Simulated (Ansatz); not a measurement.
Working through the Heisenberg exchange couplings of FeCo, space group Pm-3m

Program: the Ansatz DFT code, driven from Python.

Notebook, run cell by cell (the value of a cell's last expression is shown):

In [1]:
```python
import warnings

import ansatz as az
import numpy as np

FILLING = 'Fermi-Dirac'
SIGMA = 0.01
KMESH = (10, 10, 10)
SCF_TOL = 1e-05
MAX_ITERATIONS = 80
XC = 'pbe'

warnings.simplefilter('ignore', az.DeckWarning)
```

In [2]:
```python
lattice = az.Lattice.of(
    [2.857, 0.0, 0.0],
    [0.0, 2.857, 0.0],
    [0.0, 0.0, 2.857],
)
sites = [
    ('Fe', [0.5, 0.5, 0.5]),
    ('Co', [0.0, 0.0, 0.0]),
]
system = az.Crystal(lattice=lattice)
for symbol, position in sites:
    system = system.atom(symbol, position)
system = system.moments(Fe=3.5, Co=-2.5)
```

In [3]:
```python
len(system.resolved().sites)
```
Out [3]:
```text
2
```

In [4]:
```python
base = (
    system.calculation()
    .occupations(FILLING, width=SIGMA)  # fractional filling near the Fermi level
    .kpoints(mesh=KMESH, shift=0.5)  # the mesh must be finer for metals
    .scf(tolerance=SCF_TOL, max_iterations=MAX_ITERATIONS)
    .basis(20 * az.Ha)
    .spin('collinear')
    .functional(XC)
    .eigenstates(nscf_kmesh=(7, 7, 7))
    .exchange_couplings(magnetic=['Fe', 'Co'])
)
couplings = base.run(threads=1).exchange_couplings().to_plain()
for atom in couplings['atoms']:
    print(atom['site']['symbol'], atom['role'], 'moment', round(atom['moment_mub'], 3), 'muB')
shells = {}
for pair in couplings['pairs']:
    key = (pair['site'], pair['partner'], round(float(np.linalg.norm(pair['displacement_ang'])), 2))
    shells.setdefault(key, []).append(1000 * pair['coupling_ev'])
print('site partner distance (A)  count  mean J (meV)')
for (i, j, d), values in sorted(shells.items(), key=lambda item: item[0][2])[:6]:
    print(f'{i:4d} {j:7d} {d:12.2f} {len(values):6d} {np.mean(values):13.3f}')
print('mean-field order:', couplings['mean_field_order'])
```
```text
RunWarning: the starting moments were not kept: 1 of 2 ended reversed and 1 kept their direction, counting a site from 0.1 μB. The largest reversed, site 1 (counted from 0, in the order of the report's site_moments_mub), started with -2.5 μB and closes at +1.8e0 μB in its sphere. The SCF closed on another magnetic [...]
Fe magnetic moment 2.924 muB
Co magnetic moment 1.608 muB
site partner distance (A)  count  mean J (meV)
   0       1         2.47      8        42.966
   1       0         2.47      8        42.966
   0       0         2.86      6        -2.683
   1       1         2.86      6        -2.017
   0       0         4.04     12        -1.741
   1       1         4.04     12        -1.173
mean-field order: {'temperature_k': 2551.5906877176803, 'q_frac': [0.0, 0.0, 0.0]}
```

Reading the output:
- The settings weren't tested for convergence.
- The SCF didn't keep the moments it started from (some shrank, vanished or turned); what is printed is the state reached.
- The mesh is modest for a metal, so energies can be off by several to tens of meV an atom and pressures by half a GPa or more; differences at equal mesh fare better.
- The structure is a deposited one; some such entries were measured under pressure or heat, so a shift against it needn't be the functional's error alone.
- Warnings are shown shortened and without file and line.
- The couplings are those of E = -sum over i != j of J_ij e_i.e_j for unit vectors, so J > 0 favours parallel moments. Couplings oscillate with the k-mesh and hold for small turns from this magnetic state; mean-field temperatures overestimate ordering, and where the couplings favour a wavevector other than zero the state started from isn't the stable order.
- The script silences the warnings on its input, which a real study should read.
- Timing: 46 s on 1 thread of Arm Neoverse V1, on a shared host, peak memory 0.86 GiB.

(Lines on the test bed's own set-up are left out of the output.)
